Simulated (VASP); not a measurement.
Set up this calculation in VASP 6.6.1, as the native input.

```yaml
Task: relaxation of cell and atoms
Functional: LDA
Potentials_or_basis: VASP PAW LDA potentials, release 64 (Te, Pb_d)
Cutoff: 600 eV
k_mesh: 8 × 8 × 8
Occupations: gaussian, width 0.03 eV
Spin: no spin polarisation
Further_INCAR_settings: ALGO = Normal; EDIFF = 1e-06; IBRION = 2; EDIFFG = -0.01; NSW = 90; ISIF = 3
```

The structure of TePb lies in POSCAR:

```
TePb
1.0
    0.0000000000      3.2310000000      3.2310000000
    3.2310000000      0.0000000000      3.2310000000
    3.2310000000      3.2310000000      0.0000000000
Te Pb
1 1
Direct
    0.5000000000      0.5000000000      0.5000000000
    0.0000000000      0.0000000000      0.0000000000
```

These files were run (other wordings do the same):

INCAR

```
PREC     = Accurate       # precision mode
ENCUT    = 600            # plane-wave cutoff, eV
EDIFF    = 1E-6           # SCF threshold, eV
ISMEAR   = 0              # smearing method
SIGMA    = 0.03           # smearing width, eV
LREAL    = F              # projectors in reciprocal space
LASPH    = T              # aspherical terms in the spheres
NELM     = 80             # most SCF steps
ALGO     = Normal         # electronic algorithm
ISIF     = 3              # what is computed and relaxed
LWAVE    = F              # write WAVECAR
LCHARG   = F              # write CHGCAR
GGA      = CA             # functional
IBRION   = 2              # ionic algorithm
NSW      = 90             # ionic steps
EDIFFG   = -0.01          # ionic threshold
```

KPOINTS

```
regular mesh
0
Gamma
  8 8 8
```

Potentials or basis: VASP PAW LDA potentials, release 64 (Te, Pb_d).

Launch:

```console
$ cat potpaw_LDA.64/Te/POTCAR potpaw_LDA.64/Pb_d/POTCAR > POTCAR
$ mpirun -np 1 vasp_std > vasp.out
```

It gave:

```yaml
Relaxed_volume: 32.55 Å³/atom
Relaxed_cell: a = 4.515 Å, b = 4.515 Å, c = 4.515 Å, α = 60.00°, β = 60.00°, γ = 60.00°
Space_group_after_relaxing_to_0.05_Å: Fm-3m (No. 225)
Energy_gained_by_relaxing: 6.2 meV/atom
Ionic_steps: 3
Pressure_after_relaxing: 0.0 GPa
Band_gap_on_the_k_mesh: 0.56 eV, direct
```

Caveat: spin-orbit coupling is left out, which as a rule narrows the gap of such compounds by several tenths of an eV.

It took 46 s on 1 thread of AMD EPYC 9R45 (Zen 5), with other jobs on the host, peak memory 0.18 GiB.
